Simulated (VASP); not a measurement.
# SrTe (Fm-3m) in VASP: settings compared

The runs below take SrTe through relaxation of cell and atoms, with r2SCAN, PBE, LDA.

Program: VASP 6.6.1. These are calculated values, not measurements. Logs are shortened: lines on timing, memory, paths and dates and some standing lists are left out, and cuts for length are marked.

### 1 The structure

Symmetry: Fm-3m, No. 225, cubic system. Conventional cell: a = 6.712 Å, b = 6.712 Å, c = 6.712 Å, α = 90.00°, β = 90.00°, γ = 90.00°. Around Te (site symmetry m-3m) lie 6 Sr at 3.36 Å. Around Sr (site symmetry m-3m) lie 6 Te at 3.36 Å.

The cell was built by a generator and needn't be a form met in nature.

### 2 Relaxation of cell and atoms, r2SCAN

INCAR

```
SYSTEM = SrTe
  ALGO = Normal
  EDIFF = 1E-6
  EDIFFG = -0.01
  ENCUT = 600
  IBRION = 2
  ISIF = 3
  ISMEAR = 0
  LASPH = .True.
  LCHARG = .False.
  LMIXTAU = .True.
  LREAL = .False.
  LWAVE = .False.
  METAGGA = R2SCAN
  NELM = 80
  NSW = 90
  PREC = Accurate
  SIGMA = 0.03
```

KPOINTS

```
k-points
0
Gamma
  8 8 8
  0 0 0
```

POSCAR

```
SrTe
1.0
    0.0000000000      3.3558353100      3.3558353100
    3.3558353100      0.0000000000      3.3558353100
    3.3558353100      3.3558353100      0.0000000000
Te Sr
1 1
Direct
    0.5000000000      0.5000000000      0.5000000000
    0.0000000000      0.0000000000      0.0000000000
```

Potentials or basis: VASP PAW PBE potentials, release 64 (Te, Sr_sv).

Command:

```
cat potpaw_PBE.64/Te/POTCAR potpaw_PBE.64/Sr_sv/POTCAR > POTCAR
mpirun -np 1 vasp_std > vasp.out
```

OUTCAR:

```text
SYSTEM = SrTe
   EDIFF = 1E-6
   EDIFFG = -0.01
   ENCUT = 600
   IBRION = 2
   ISIF = 3
   ISMEAR = 0
   LASPH = .True.
   LREAL = .False.
   METAGGA = R2SCAN
   NELM = 80
   NSW = 90
   PREC = Accurate

 ion  position               nearest neighbor table
   1  0.500  0.500  0.500-   2 3.36   2 3.36   2 3.36   2 3.36   2 3.36   2 3.36
   2  0.000  0.000  0.000-   1 3.36   1 3.36   1 3.36   1 3.36   1 3.36   1 3.36

  LATTYP: Found a face centered cubic cell.
 ALAT       =     6.7116706200

  Lattice vectors:

 A1 = (   0.0000000000,   3.3558353100,   3.3558353100)
 A2 = (   3.3558353100,   0.0000000000,   3.3558353100)
 A3 = (   3.3558353100,   3.3558353100,   0.0000000000)

Analysis of symmetry for initial positions (statically):
=====================================================================
 Subroutine PRICEL returns:
 Original cell was already a primitive cell.

 Routine SETGRP: Setting up the symmetry group for a
 face centered cubic supercell.

 Subroutine GETGRP returns: Found 48 space group operations
 (whereof 48 operations were pure point group operations)
 out of a pool of 48 trial point group operations.

The static configuration has the point symmetry O_h .

Analysis of symmetry for dynamics (positions and initial velocities):
=====================================================================
 Subroutine PRICEL returns:
 Original cell was already a primitive cell.

 Routine SETGRP: Setting up the symmetry group for a
 face centered cubic supercell.

 Subroutine GETGRP returns: Found 48 space group operations
 (whereof 48 operations were pure point group operations)
 out of a pool of 48 trial point group operations.

The dynamic configuration has the point symmetry O_h .

 Subroutine INISYM returns: Found 48 space group operations
 (whereof 48 operations are pure point group operations),
 and found     1 'primitive' translations

----------------------------------------------------------------------------------------

                                     Primitive cell

  volume of cell :      75.5844

  direct lattice vectors                    reciprocal lattice vectors
     0.000000000  3.355835310  3.355835310    -0.148994201  0.148994201  0.148994201
     3.355835310  0.000000000  3.355835310     0.148994201 -0.148994201  0.148994201
     3.355835310  3.355835310  0.000000000     0.148994201  0.148994201 -0.148994201

  length of vectors
[... 87 lines left out ...]
   NFREE  =      1    steps in history (QN), initial steepest desc. (CG)
   ISIF   =      3    stress and relaxation
   ISYM   =      2    0-nonsym 1-usesym 2-fastsym
   POTIM  = 0.5000    time-step for ionic-motion
   TEBEG  =    0.0;   TEEND  =   0.0 temperature during run
   PSTRESS=    0.0 pullay stress
   NELECT =      16.0000    total number of electrons
   NUPDOWN=      -1.0000    fix difference up-down
   EMIN   =  10.00;   EMAX   =-10.00  energy-range for DOS
   EFERMI =   0.00;   METHOD = LEGACY
   ISMEAR =     0;   SIGMA  =   0.03  broadening in eV -4-tet -1-fermi 0-gaus
   EFERMI_NEDOS =   21; number of points for ismear=-14 and -15
   IALGO  =     38    algorithm
   IMIX   =      4    mixing-type and parameters
     AMIX     =   0.40;   BMIX     =  1.00
     AMIX_MAG =   1.60;   BMIX_MAG =  1.00
  volume/ion in A,a.u.               =      37.79       255.03
  Fermi-wavevector in a.u.,A,eV,Ry     =   0.975673  1.843754 12.951894  0.951937
  Thomas-Fermi vector in A             =   2.106231
   LORBIT       =      0    0 simple, 1 ext, 2 COOP (PROOUT), +10 PAW based schemes
   METAGGA = R2SCAN    functional components
   LHFCALC =     F    Hartree Fock is set to
   AEXX    =    0.0000 exact exchange contribution
   IVDW    =     0    specifies the selected vdW correction
   LEPSILON=     F    determine dielectric tensor
   LRPA    =     F    only Hartree local field effects (RPA)
 conjugate gradient relaxation of ions
 non-spin polarized calculation
 Gauss-broadening in eV      SIGMA  =   0.03
  energy-cutoff  :      600.00
  volume of cell :       75.58
 maximum number of plane-waves:      2565
 NGX is ok and might be reduce to    40
   NGX = 19   NGY = 19   NGZ = 19

 number of electron      16.0000000 magnetization

 Free energy of the ion-electron system (eV)
  ---------------------------------------------------
  ext. energy  EPLUGINS =         0.00000000
  ---------------------------------------------------
  free energy    TOTEN  =       -44.59776570 eV

  energy without entropy =      -44.59776570  energy(sigma->0) =      -44.59776570

 E-fermi :   2.6863     XC(G=0):  -8.7933

 val. band max:        2.4683881327   @ k =   0.0000   0.0000   0.0000
 cond. band min:       4.6190087009   @ k =   0.5000   0.5000   0.0000
 fundamental gap:      2.1506205682
 Fermi energy:         2.6862966855

 k-point     1 :       0.0000    0.0000    0.0000
  band No.  band energies     occupation
      1     -33.4848      2.00000
      2     -14.8470      2.00000
      3     -14.8470      2.00000
      4     -14.8470      2.00000
      5      -7.7304      2.00000
      6       2.4684      2.00000
      7       2.4684      2.00000
      8       2.4684      2.00000
      9       5.9739      0.00000
     10       6.2114      0.00000
     11       6.2114      0.00000
     12       6.2114      0.00000
[... 331 lines left out ...]
 k-point    24 :      -0.3750    0.2500    0.1250
  band No.  band energies     occupation
      1     -33.4802      2.00000
      2     -14.9386      2.00000
      3     -14.8761      2.00000
      4     -14.8608      2.00000
      5      -7.1433      2.00000
      6       0.1215      2.00000
      7       1.1413      2.00000
      8       1.3993      2.00000
      9       6.9310      0.00000
     10       7.1925      0.00000
     11       8.5332      0.00000
     12       8.7346      0.00000

 [... further k-points ...]
[... 5 lines left out ...]
  --------------------------------------------------------------------------------------
  -------------------------------------------------------------------------------------
  Total        0.0027802      0.0027802      0.0027802      0.0000000      0.0000000     -0.0000000
  in kB        0.0589330      0.0589330      0.0589330      0.0000000      0.0000000     -0.0000000
  external PRESSURE =       0.0589330 kB  Pullay stress =       0.0000000 kB

 VOLUME and BASIS-vectors are now :
 -----------------------------------------------------------------------------
  energy-cutoff  :      600.00
  volume of cell :       75.58
      direct lattice vectors                 reciprocal lattice vectors
     0.000000000  3.355835310  3.355835310    -0.148994201  0.148994201  0.148994201
     3.355835310  0.000000000  3.355835310     0.148994201 -0.148994201  0.148994201
     3.355835310  3.355835310  0.000000000     0.148994201  0.148994201 -0.148994201

 POSITION                                       TOTAL-FORCE (eV/Angst)
 -----------------------------------------------------------------------------------
      3.35584      3.35584      3.35584        -0.000000      0.000000      0.000000
      0.00000      0.00000      0.00000         0.000000     -0.000000     -0.000000
 -----------------------------------------------------------------------------------
    total drift:                                0.000000     -0.000000     -0.000000

  FREE ENERGIE OF THE ION-ELECTRON SYSTEM (eV)
  ---------------------------------------------------
  free  energy   TOTEN  =       -44.5977657024 eV

  energy  without entropy=      -44.5977657024  energy(sigma->0) =      -44.59776570

 reached required accuracy - stopping structural energy minimisation
```

OSZICAR:

```text
N       E                     dE             d eps       ncg     rms          rms(c)
DAV:   1     0.396514397895E+02    0.39651E+02   -0.77929E+03   696   0.133E+03
DAV:   2    -0.429792955439E+02   -0.82631E+02   -0.76685E+02   824   0.219E+02
DAV:   3    -0.483794772607E+02   -0.54002E+01   -0.53390E+01  1036   0.506E+01
DAV:   4    -0.486905882175E+02   -0.31111E+00   -0.31025E+00  1052   0.109E+01
[... 16 lines left out ...]
DAV:  21    -0.445977114770E+02    0.15880E-04   -0.21234E-05   868   0.540E-02    0.481E-02
DAV:  22    -0.445977517167E+02   -0.40240E-04   -0.12344E-05   932   0.401E-02    0.150E-02
DAV:  23    -0.445977615692E+02   -0.98524E-05   -0.48261E-06   804   0.265E-02    0.654E-03
DAV:  24    -0.445977647415E+02   -0.31723E-05   -0.43189E-06   844   0.226E-02    0.744E-03
DAV:  25    -0.445977657024E+02   -0.96086E-06   -0.11382E-06   584   0.124E-02
   1 F= -.44597766E+02 E0= -.44597766E+02  d E =-.445978E+02
```

CONTCAR:

```text
SrTe
   1.00000000000000
     0.0000000000000000    3.3558353099999998    3.3558353099999998
     3.3558353099999998    0.0000000000000000    3.3558353099999998
     3.3558353099999998    3.3558353099999998    0.0000000000000000
  Te              Sr
     1     1
Direct
     0.5000000000000000    0.5000000000000000    0.5000000000000000
     0.0000000000000000    0.0000000000000000    0.0000000000000000

  0.00000000E+00  0.00000000E+00  0.00000000E+00
  0.00000000E+00  0.00000000E+00  0.00000000E+00
```

Run time: 2.4 min. Hardware: 1 thread of Intel Xeon Platinum 8488C (Sapphire Rapids), shared host; peak memory 0.28 GiB.

Results:

| Property | Result |
| --- | --- |
| Free energy | -44.5978 eV |
| Pressure after relaxing | 0.0 GPa |
| Band gap on the k mesh | 2.15 eV, indirect (least direct gap 2.89 eV) |

Final structure:
```
CELL_PARAMETERS angstrom
0.00000 3.35584 3.35584
3.35584 0.00000 3.35584
3.35584 3.35584 0.00000
ATOMIC_POSITIONS crystal
Te 0.50000 0.50000 0.50000
Sr 0.00000 0.00000 0.00000
```

Caveat: the relaxation stopped at its first step, so nothing moved; the PAW data sets were made with another functional, which shifts forces and pressure a little; spin-orbit coupling is left out, which moves the levels of the heavy elements. r2SCAN opens gaps a little over a GGA but as a rule still falls short of measured ones.

### 3 Relaxation of cell and atoms, r2SCAN

Edit INCAR of step 2 so:

```diff
@@ -2,4 +2,4 @@
   ALGO = Normal
-  EDIFF = 1E-6
-  EDIFFG = -0.01
+  EDIFF = 1E-7
+  EDIFFG = -0.005
   ENCUT = 600
```

KPOINTS is that of step 2.

POSCAR

```
SrTe                                    
1.0
    0.0000000000      3.3558353100      3.3558353100
    3.3558353100      0.0000000000      3.3558353100
    3.3558353100      3.3558353100      0.0000000000
  Te              Sr            
     1     1
Direct
     0.5000000000000000    0.5000000000000000    0.5000000000000000
     0.0000000000000000    0.0000000000000000    0.0000000000000000
```

Potentials or basis: VASP PAW PBE potentials, release 64 (Te, Sr_sv).

Command:

```
cat potpaw_PBE.64/Te/POTCAR potpaw_PBE.64/Sr_sv/POTCAR > POTCAR
mpirun -np 1 vasp_std > vasp.out
```

Run time: 2.5 min. Hardware: 1 thread of Intel Xeon Platinum 8488C (Sapphire Rapids), shared host; peak memory 0.28 GiB.

Results (log left out):

```
Free energy             : -44.5978 eV
Pressure after relaxing : 0.0 GPa
Band gap on the k mesh  : 2.15 eV, indirect (least direct gap 2.89 eV)
```

Final structure:
```
CELL_PARAMETERS angstrom
0.00000 3.35584 3.35584
3.35584 0.00000 3.35584
3.35584 3.35584 0.00000
ATOMIC_POSITIONS crystal
Te 0.50000 0.50000 0.50000
Sr 0.00000 0.00000 0.00000
```

Levels at points of the mesh, in eV from the valence-band top:
| k point | band 4 | band 5 | band 6 | band 7 | band 8 | band 9 | band 10 | band 11 | band 12 |
| --- | --- | --- | --- | --- | --- | --- | --- | --- | --- |
| (0.00, 0.00, 0.00) | -17.32 | -10.20 | 0.00 | 0.00 | 0.00 | 3.51 | 3.74 | 3.74 | 3.74 |
| (0.50, 0.00, 0.00) | -17.32 | -9.57 | -2.75 | -1.06 | -1.06 | 4.36 | 5.70 | 5.87 | 5.87 |
| (0.50, 0.50, 0.00) | -17.35 | -9.74 | -1.97 | -0.74 | -0.74 | 2.15 | 4.52 | 5.32 | 6.66 |

Caveat: the relaxation stopped at its first step, so nothing moved; the PAW data sets were made with another functional, which shifts forces and pressure a little; spin-orbit coupling is left out, which moves the levels of the heavy elements.

### 4 Relaxation of cell and atoms, PBE

INCAR

```
ALGO = Normal ; EDIFF = 1E-6
EDIFFG = -0.01 ; ENCUT = 600
GGA = PE ; IBRION = 2
ISIF = 3 ; ISMEAR = 0
LASPH = True ; LCHARG = False
LREAL = False ; LWAVE = False
NELM = 80 ; NSW = 90
PREC = Accurate ; SIGMA = 0.03
```

KPOINTS

```
k-points
0
Gamma
  8 8 8
```

POSCAR

```
SrTe
1.0
    0.0000000000      3.3558353100      3.3558353100
    3.3558353100      0.0000000000      3.3558353100
    3.3558353100      3.3558353100      0.0000000000
Te Sr
1 1
Direct
    0.5000000000      0.5000000000      0.5000000000
    0.0000000000      0.0000000000      0.0000000000
```

Command:

```
cat potpaw_PBE.64/Te/POTCAR potpaw_PBE.64/Sr_sv/POTCAR > POTCAR
mpirun -np 1 vasp_std > vasp.out
```

Run time: 61 s. Hardware: 1 thread of Intel Xeon Platinum 8488C (Sapphire Rapids), shared host; peak memory 0.25 GiB.

It converged, with:

```yaml
Free_energy: -8.2688 eV
Relaxed_volume: 38.05 Å³/atom
Relaxed_cell: a = 4.756 Å, b = 4.756 Å, c = 4.756 Å, α = 60.00°, β = 60.00°, γ = 60.00°
Space_group_after_relaxing_to_0.05_Å: Fm-3m (No. 225)
Energy_gained_by_relaxing: 0.1 meV/atom
Ionic_steps: 2
Pressure_after_relaxing: 0.0 GPa
Band_gap_on_the_k_mesh: 1.77 eV, indirect (least direct gap 2.49 eV)
```

Step by step:
```tsv
step	energy change (eV)	largest force (eV/Å)	pressure (GPa)	volume (Å³)
1	0.0000	0.0000	0.20	75.58
2	-0.0003	0.0000	-0.03	76.09
```

Final structure:
```yaml
crystal:
  lattice:
    - [0.00000, 3.36333, 3.36333]
    - [3.36333, 0.00000, 3.36333]
    - [3.36333, 3.36333, 0.00000]
  atoms:
    - { symbol: Te, position: [0.50000, 0.50000, 0.50000] }
    - { symbol: Sr, position: [0.00000, 0.00000, 0.00000] }
```

Levels at points of the mesh, in eV from the valence-band top:
```
           k point  band 5  band 6  band 7  band 8  band 9  band 10  band 11  band 12
(0.00, 0.00, 0.00)   -9.89    0.00    0.00    0.00    2.72     3.30     3.30     3.30
(0.50, 0.00, 0.00)   -9.30   -2.74   -1.05   -1.05    3.84     5.11     5.29     5.29
(0.50, 0.50, 0.00)   -9.47   -1.92   -0.72   -0.72    1.77     3.80     4.78     5.98
```

Caveat: spin-orbit coupling is left out, which moves the levels of the heavy elements. A k mesh can miss the band edges.

[end of part 1 of 2]
